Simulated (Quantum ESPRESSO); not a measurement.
MoS2:

```
Mo S
1.0
     3.22746    0.00000    0.00000
    -1.61373    2.79507    0.00000
     0.00000    0.00000    6.31247
Mo S
1 2
Direct
  0.00000 0.00000 0.50000
  0.66667 0.33333 0.74468
  0.33333 0.66667 0.25532
```

Measurements of this composition are mostly on another form, of space group No. 194.

| Quantity | Value |
| --- | --- |
| Program | Quantum ESPRESSO 7.5 |
| Task | single point |
| Functional | PBE |
| Potentials or basis | SSSP 1.3 efficiency PBE |
| Cutoff | 816 eV |
| Density cutoff | 5987 eV |
| k mesh | 9 × 9 × 4 |
| Occupations | fermi-dirac, width 0.05 eV |
| Spin | no spin polarisation |

On this cell: pressure 1.0 GPa; largest force 0.291 eV/Å; band gap on the k mesh none (metal or under the smearing width).

The same run follows on a disturbed copy (atoms moved at random, drawn with an rms of 0.05 Å):

```
Mo S
1.0
     3.22746    0.00000    0.00000
    -1.61373    2.79507    0.00000
     0.00000    0.00000    6.31247
Mo S
1 2
Cartesian
  0.0102 -0.0511 3.1518
  1.5961 0.9007 4.7232
  -0.0311 1.9199 1.5943
```

**Question.** What changes?

**Answer.** The energy (extrapolated to zero smearing) moves by +8.6 meV/atom; pressure -0.3 GPa; largest force 0.568 eV/Å; band gap on the k mesh none (metal or under the smearing width).

Forces on the atoms (eV/Å):
```
Mo  -0.257  0.376  0.265
S    0.052  0.134 -0.122
S    0.205 -0.510 -0.143
```

Stress tensor (GPa, compression positive):
```
 0.07 -0.43 -0.66
-0.43 -1.81  2.75
-0.66  2.75  0.71
```

Caveats: this functional lacks dispersion, which binds the layers, so the pressure and a relaxed spacing across them are unreliable (some runs).
